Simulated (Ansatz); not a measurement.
# TiSe2: the cost of one run

Method: DFT PBE, scalar-relativistic, plane waves, PAW, in Ansatz 0.2.0.

A COD entry behind a cell of this session may itself be a prediction, so a difference from it is no test against experiment.

These runs use a low cutoff (300 eV) and a coarse mesh on purpose, to show what cheap settings give: their numbers aren't properties of the material.

The runs add the D3(BJ) dispersion term to the functional named.

## Step 1: The starting structure

The structure is trigonal, space group P-3m1 (No. 164). Conventional cell: a = 3.475 Å, b = 3.475 Å, c = 5.903 Å, α = 90.00°, β = 90.00°, γ = 120.00°. Ti (site symmetry -3m) has 6 Se at 2.54 Å as nearest neighbours. Around Se (site symmetry 3m) lie 3 Ti at 2.54 Å.

Coordinates:

```cif
data_structure
_symmetry_space_group_name_H-M 'P 1'
_symmetry_Int_Tables_number 1
_cell_length_a 3.4750
_cell_length_b 3.4750
_cell_length_c 5.9032
_cell_angle_alpha 90.000
_cell_angle_beta 90.000
_cell_angle_gamma 120.000
_cell_volume 61.74
loop_
_atom_site_label
_atom_site_type_symbol
_atom_site_fract_x
_atom_site_fract_y
_atom_site_fract_z
_atom_site_occupancy
Ti1 Ti 0.00000 0.00000 0.00000 1
Se1 Se 0.33333 0.66667 0.26397 1
Se2 Se 0.66667 0.33333 0.73603 1
```

An earlier run at PBE left this cell at 20.578 Å³/atom and -0.01 GPa (6×6×4 mesh).

Volume factors to run: 0.980, 1.020, 0.960, 1.040.

## Step 2: Scaling the volume by 0.980

input.yaml reads:

```yaml
crystal:
  lattice:
    - [3.4517052625, 0.0, 0.0]
    - [-1.7258526312, 2.9892644437, 0.0]
    - [0.0, 0.0, 5.8635384721]
  atoms:
    - { symbol: Ti, position: [0.0, 0.0, 0.0] }
    - { symbol: Se, position: [0.3333333333, 0.6666666667, 0.2639698723] }
    - { symbol: Se, position: [0.6666666667, 0.3333333333, 0.7360301277] }
basis:
  ecutwfc: 300
  ecutrho_ratio: 4
kpoints:
  mp_grid: { grid: [6, 6, 4] }
hamiltonian:
  xc: pbe
  dispersion: d3bj
scf:
  occupations: { method: gaussian, width: 0.05 }
output:
  forces: true
  stress: true
  eigenvalues: true
relax:
  f_tol: 0.01
  max_steps: 40
  cell: { stress_tol: 0.1, fix: [volume] }
```

Launch:

```sh
ansatz run input.yaml --threads 1 --pin off --max-ram 2560MiB --backend cpu --events-out ev --progress --plain --runs-dir out
```

What time and memory should one allow on 1 thread of Intel Xeon Platinum 8488C (Sapphire Rapids), shared host?

About 9.4 s, with a peak of 0.39 GiB.
